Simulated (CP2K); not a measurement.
# WC in CP2K: the effect of pseudo set

Crystal: WC.

```
W C
1.0
     3.25567    0.00000    0.00000
     1.62784    2.81950    0.00000
     1.62784    0.93983    2.65825
W C
1 1
Direct
  0.00000 0.00000 0.00000
  0.75000 0.75000 0.75000
```

The cell was built by a generator and needn't be a form met in nature.

Alike in all runs:

```yaml
Program: CP2K 2026.2
Task: single point
Functional: PBE
Density_cutoff: 6123 eV
k_mesh: 10 × 10 × 10
Occupations: fermi-dirac, width 0.05 eV
Spin: no spin polarisation
```

```csv
pseudo set,pressure (GPa)
PBE,15.0
PADE,?
BLYP,13.8
SCAN,11.5
PBE0,15.3
```

**Question.** What does the run with pseudo set PADE give?

**Answer.** Pressure -10.9 GPa.

Caveats: the basis of atomic orbitals isn't converged, which shifts pressures, moduli and gaps; the potentials were made for another functional, which shifts forces and pressure (some runs).
